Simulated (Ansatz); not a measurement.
Input and command of a calculation in Ansatz (plane waves; scalar-relativistic PAW potentials unless the input names others):

```yaml
crystal:
  lattice:
    - [4.3044884334, 0.0, 0.0]
    - [0.0, 4.3044884334, 0.0]
    - [0.0, 0.0, 26.609332402]
  atoms:
    - { symbol: As, position: [0.0, 0.5, 0.3194368003] }
    - { symbol: In, position: [0.5, 0.5, 0.3766297602] }
    - { symbol: As, position: [0.5, 0.0, 0.4338227201] }
    - { symbol: In, position: [0.0, 0.0, 0.4894380325] }
    - { symbol: As, position: [0.0, 0.5, 0.5482065611] }
    - { symbol: In, position: [0.5, 0.5, 0.6074784776] }
    - { symbol: H, position: [0.5, 0.5, 0.6728690696] }
basis:
  ecutwfc: 420
kpoints:
  mp_grid: { grid: [5, 5, 1] }
hamiltonian:
  xc: pbesol
scf:
  occupations: { method: gaussian, width: 0.1 }
output:
  forces: true
  eigenvalues: true
relax:
  adjacent_minimum: "off"
  f_tol: 0.03
  max_steps: 70
  constraints: [{ sites: [0, 1, 2] }]
efield:
  axis: 3
  dipole_correction: true
  ramp_width: 0.04
```

```bash
ansatz run input.yaml --threads 2 --pin off --max-ram 5120MiB --backend cpu --events-out ev --progress --plain --runs-dir out
```

Abridged log:
```
Basis set: ecut = 420 eV, 9593 PW (Γ), exchange–correlation on 60×60×360 points (8 copies of the dense FFT grid, shifted against one another)
Bands: 51, of which v1, the nominal top of the filled ones, is band 43 counted from 1 (42 counted from 0)
Symmetry: 4 space group operations
k-points: 9 of 25
SCF iter   1: F=—  HF=-31029.056405 eV  |F-HF|=—  |Δ(HF+E_count)|=         —  Δρ=3.00e-3  dr2=1.17e-1  ethr=1.77e-3  p=0.110 e·Å  D=4.03e-2 V/Å  ΔV_dip=-1.07 eV  dr2_dipole=1.65e-2  V_vac-E_F(+/−)=4.71/5.78 eV  ⟨swp⟩=7.9  Hψ=1954  notcnv=0
efield: sawtooth ramp at fractional position 0.9762 (placed from the atoms, in the widest stretch of the axis that holds none; the zero of the levels goes with the place), width 0.0400; the density the first Hamiltonian is built on has a dipole p = 0.110 e·Å; the dipole correction subtracts the counter field D = 4.03e-2 V/Å, which shifts the + side's vacuum level by -1.07 eV against the − side's; the planar-averaged density in the ramp window peaks in size at 3.1e-6 e/Å³
SCF iter   2: F=—  HF=-31029.042848 eV  |F-HF|=—  |Δ(HF+E_count)|=   1.36e-2  Δρ=1.96e-3  dr2=8.47e-2  ethr=1.38e-4  p=0.173 e·Å  D=6.34e-2 V/Å  ΔV_dip=-1.69 eV  dr2_dipole=1.63e-2  V_vac-E_F(+/−)=4.07/5.75 eV  ⟨swp⟩=3.4  Hψ=1088  notcnv=0  defer=26
SCF iter   3: F=—  HF=-31029.028811 eV  |F-HF|=—  |Δ(HF+E_count)|=   1.40e-2  Δρ=3.87e-4  dr2=5.52e-3  ethr=9.96e-5  p=0.157 e·Å  D=5.77e-2 V/Å  ΔV_dip=-1.54 eV  dr2_dipole=1.37e-3  V_vac-E_F(+/−)=4.24/5.78 eV  ⟨swp⟩=3.0  Hψ=866  notcnv=0  defer=26
SCF iter   4: F=—  HF=-31029.028600 eV  |F-HF|=—  |Δ(HF+E_count)|=   2.11e-4  Δρ=1.66e-4  dr2=9.91e-4  ethr=6.50e-6  p=0.160 e·Å  D=5.88e-2 V/Å  ΔV_dip=-1.57 eV  dr2_dipole=3.96e-4  V_vac-E_F(+/−)=4.21/5.77 eV  ⟨swp⟩=2.2  Hψ=609  notcnv=0  defer=26
SCF iter   5: F=—  HF=-31029.028716 eV  |F-HF|=—  |Δ(HF+E_count)|=   1.16e-4  Δρ=1.05e-4  dr2=4.15e-4  ethr=1.17e-6  p=0.162 e·Å  D=5.96e-2 V/Å  ΔV_dip=-1.59 eV  dr2_dipole=7.64e-5  V_vac-E_F(+/−)=4.20/5.78 eV  ⟨swp⟩=2.2  Hψ=536  notcnv=0  defer=26
SCF iter   6: F=—  HF=-31029.028703 eV  |F-HF|=—  |Δ(HF+E_count)|=   1.29e-5  Δρ=3.46e-5  dr2=4.39e-5  ethr=4.88e-7  p=0.163 e·Å  D=5.99e-2 V/Å  ΔV_dip=-1.59 eV  dr2_dipole=1.10e-5  V_vac-E_F(+/−)=4.19/5.78 eV  ⟨swp⟩=2.0  Hψ=515  notcnv=0  defer=26
SCF iter   7: F=-31029.028707 eV  HF=-31029.028708 eV  |F-HF|=3.12e-7  |Δ(HF+E_count)|=   4.22e-6  Δρ=1.41e-5  dr2=3.47e-6  ethr=2.65e-8  p=0.163 e·Å  D=5.99e-2 V/Å  ΔV_dip=-1.59 eV  dr2_dipole=9.90e-7  V_vac-E_F(+/−)=4.19/5.78 eV  ⟨swp⟩=13.7  Hψ=1924  notcnv=0
SCF 1 converged in 7 iterations: F = -31029.028707 eV  dr2 = 3.47e-6
relax step   1: F+E_penalty+E_count = -31029.02870723 eV  Δ(F+E_penalty+E_count) = +0.000e0 eV  max|allowed force component| = 9.211e-1 eV/Å  Δτ_max = 0.0000 Å  (7 SCF iters, dr2 threshold 2.25e-5 eV, accepted)
Initial density: handed on by an earlier stage of this run
Initial wavefunctions: those handed on with the density
SCF iter   1: F=—  HF=-31029.058842 eV  |F-HF|=—  |Δ(HF+E_count)|=         —  Δρ=4.94e-3  dr2=2.77e-1  ethr=3.26e-4  p=0.163 e·Å  D=5.99e-2 V/Å  ΔV_dip=-1.59 eV  dr2_dipole=7.93e-2  V_vac-E_F(+/−)=4.25/5.85 eV  ⟨swp⟩=1.1  Hψ=1855  notcnv=0  defer=14
efield: sawtooth ramp at fractional position 0.9762 (handed on by an earlier solve), width 0.0400; the density the first Hamiltonian is built on has a dipole p = 0.163 e·Å; the dipole correction subtracts the counter field D = 5.99e-2 V/Å, which shifts the + side's vacuum level by -1.59 eV against the − side's; the planar-averaged density in the ramp window peaks in size at 4.0e-7 e/Å³
   ...
SCF iter   1: F=—  HF=-31029.091701 eV  |F-HF|=—  |Δ(HF+E_count)|=         —  Δρ=7.18e-4  dr2=2.92e-3  ethr=7.41e-5  p=0.144 e·Å  D=5.28e-2 V/Å  ΔV_dip=-1.40 eV  dr2_dipole=4.90e-4  V_vac-E_F(+/−)=4.36/5.76 eV  ⟨swp⟩=2.9  Hψ=911  notcnv=0  defer=26
efield: sawtooth ramp at fractional position 0.9762 (handed on by an earlier solve), width 0.0400; the density the first Hamiltonian is built on has a dipole p = 0.144 e·Å; the dipole correction subtracts the counter field D = 5.28e-2 V/Å, which shifts the + side's vacuum level by -1.40 eV against the − side's; the planar-averaged density in the ramp window peaks in size at 5.6e-7 e/Å³
SCF iter   2: F=—  HF=-31029.091429 eV  |F-HF|=—  |Δ(HF+E_count)|=   2.72e-4  Δρ=2.91e-4  dr2=1.22e-3  ethr=3.44e-6  p=0.150 e·Å  D=5.51e-2 V/Å  ΔV_dip=-1.47 eV  dr2_dipole=1.77e-4  V_vac-E_F(+/−)=4.31/5.77 eV  ⟨swp⟩=2.0  Hψ=764  notcnv=0  defer=26
SCF iter   3: F=—  HF=-31029.091182 eV  |F-HF|=—  |Δ(HF+E_count)|=   2.47e-4  Δρ=8.24e-5  dr2=1.30e-4  ethr=1.43e-6  p=0.146 e·Å  D=5.37e-2 V/Å  ΔV_dip=-1.43 eV  dr2_dipole=1.57e-6  V_vac-E_F(+/−)=4.34/5.77 eV  ⟨swp⟩=2.0  Hψ=678  notcnv=0  defer=26
SCF iter   4: F=—  HF=-31029.091144 eV  |F-HF|=—  |Δ(HF+E_count)|=   3.88e-5  Δρ=2.06e-5  dr2=4.97e-6  ethr=1.52e-7  p=0.147 e·Å  D=5.38e-2 V/Å  ΔV_dip=-1.43 eV  dr2_dipole=7.28e-7  V_vac-E_F(+/−)=4.34/5.77 eV  ⟨swp⟩=2.0  Hψ=530  notcnv=0  defer=26
SCF iter   5: F=-31029.091144 eV  HF=-31029.091143 eV  |F-HF|=2.48e-7  |Δ(HF+E_count)|=   3.09e-7  Δρ=6.06e-6  dr2=3.46e-7  ethr=1.15e-9  p=0.146 e·Å  D=5.38e-2 V/Å  ΔV_dip=-1.43 eV  dr2_dipole=4.16e-8  V_vac-E_F(+/−)=4.34/5.77 eV  ⟨swp⟩=12.9  Hψ=2055  notcnv=0
SCF 4 converged in 5 iterations: F = -31029.091144 eV  dr2 = 3.46e-7
relax step   4: F+E_penalty+E_count = -31029.09114359 eV  Δ(F+E_penalty+E_count) = -1.447e-3 eV  max|allowed force component| = 2.065e-2 eV/Å  Δτ_max = 0.0266 Å  (5 SCF iters, dr2 threshold 9.74e-7 eV, accepted)
SCF iter   1: F=—  HF=-31029.091126 eV  |F-HF|=—  |Δ(HF+E_count)|=         —  Δρ=6.08e-6  dr2=3.48e-7  ethr=4.10e-10  p=0.146 e·Å  D=5.38e-2 V/Å  ΔV_dip=-1.43 eV  dr2_dipole=4.27e-8  V_vac-E_F(+/−)=4.34/5.77 eV  ⟨swp⟩=1.0  Hψ=1134  notcnv=0
efield: sawtooth ramp at fractional position 0.9762 (handed on by an earlier solve), width 0.0400; the density the first Hamiltonian is built on has a dipole p = 0.146 e·Å; the dipole correction subtracts the counter field D = 5.38e-2 V/Å, which shifts the + side's vacuum level by -1.43 eV against the − side's; the planar-averaged density in the ramp window peaks in size at 5.6e-7 e/Å³
SCF iter   2: F=—  HF=-31029.091144 eV  |F-HF|=—  |Δ(HF+E_count)|=   1.77e-5  Δρ=2.63e-6  dr2=1.68e-7  ethr=4.10e-10  p=0.146 e·Å  D=5.38e-2 V/Å  ΔV_dip=-1.43 eV  dr2_dipole=2.33e-9  V_vac-E_F(+/−)=4.34/5.77 eV  ⟨swp⟩=2.0  Hψ=675  notcnv=0
SCF iter   3: F=-31029.091144 eV  HF=-31029.091144 eV  |F-HF|=5.19e-8  |Δ(HF+E_count)|=   2.38e-8  Δρ=2.21e-6  dr2=9.65e-8  ethr=1.18e-10  p=0.146 e·Å  D=5.37e-2 V/Å  ΔV_dip=-1.43 eV  dr2_dipole=1.74e-9  V_vac-E_F(+/−)=4.34/5.77 eV  ⟨swp⟩=6.9  Hψ=1618  notcnv=0
SCF 5 converged in 3 iterations: F = -31029.091144 eV  dr2 = 9.65e-8
relax step   5: F+E_penalty+E_count = -31029.09114373 eV  Δ(F+E_penalty+E_count) = -1.378e-7 eV  max|allowed force component| = 2.058e-2 eV/Å  Δτ_max = 0.0000 Å  (3 SCF iters, accepted)
SCF converged after 3 iterations
Free energy (F): -31029.091144 eV
Harris-Foulkes:  -31029.091144 eV  (|F-HF|=5.19e-8)
Internal energy: -31029.084201 eV  (E = F + TS)
E sigma→0 (E₀):  -31029.087672 eV
Entropy (-TS):   -0.006943 eV (-0.992 meV/atom)
Fermi energy:    -0.584364 eV
Dipole field:    D = 0.053780 V/Å  (p = 0.146534 e·Å, saw-weighted, corrected)
Work function:   Φ+ = 4.3394 eV   Φ− = 5.7705 eV
Levels:          The Fermi level and band energies are counted from a zero that moves with the ramp; work functions are not
--- Forces (eV/Å), atoms counted from 1 ---
  atom   1  As     0.00000000     0.00000000     0.14631532
  atom   2  In     0.00000000     0.00000000    -0.52556097
  atom   3  As     0.00000000     0.00000000     0.38474786
  atom   4  In     0.00000000     0.00000000    -0.00851646
  atom   5  As     0.00000000     0.00000000    -0.00179199
  atom   6  In     0.00000000     0.00000000    -0.01576838
  atom   7  H      0.00000000     0.00000000     0.02057706
--- Relaxed structure (5 steps of the walk, 4 accepted, 0 SCFs on fresh bases) ---
  F+E_penalty+E_count = -31029.09114373 eV   max|allowed force component| = 2.058e-2 eV/Å
  atoms:
    - { symbol: As, position: [0.0, 0.5, 0.31943680] }
    - { symbol: In, position: [0.5, 0.5, 0.3766297602] }
    - { symbol: As, position: [0.5, 0.0, 0.4338227201] }
    - { symbol: In, position: [0.0, 0.0, 0.48828847] }
    - { symbol: As, position: [0.0, 0.5, 0.54942410] }
    - { symbol: In, position: [0.5, 0.5, 0.60331917] }
    - { symbol: H, position: [0.5, 0.5, 0.66838679] }
```

Apart from outputs and empty bands, the input differs from a reference run on usual settings in kpoints.mp_grid.grid: [7, 7, 1] → [5, 5, 1]. The reference, at the same start, ended its own course with largest force 0.510 eV/Å (on an atom or along a direction that it held fixed), no gap on the mesh. This run converged in 29 SCF iterations over all its steps (reference: 30) with an energy at zero smearing 1.14 meV/atom above the reference's, largest force 0.526 eV/Å, no gap on the mesh. Its k mesh is looser than usual, and the result moved.

It took 55 s on 2 threads of AMD EPYC 7R43 64-Core Processor (Zen 3), with other jobs on the host, peak memory 0.79 GiB.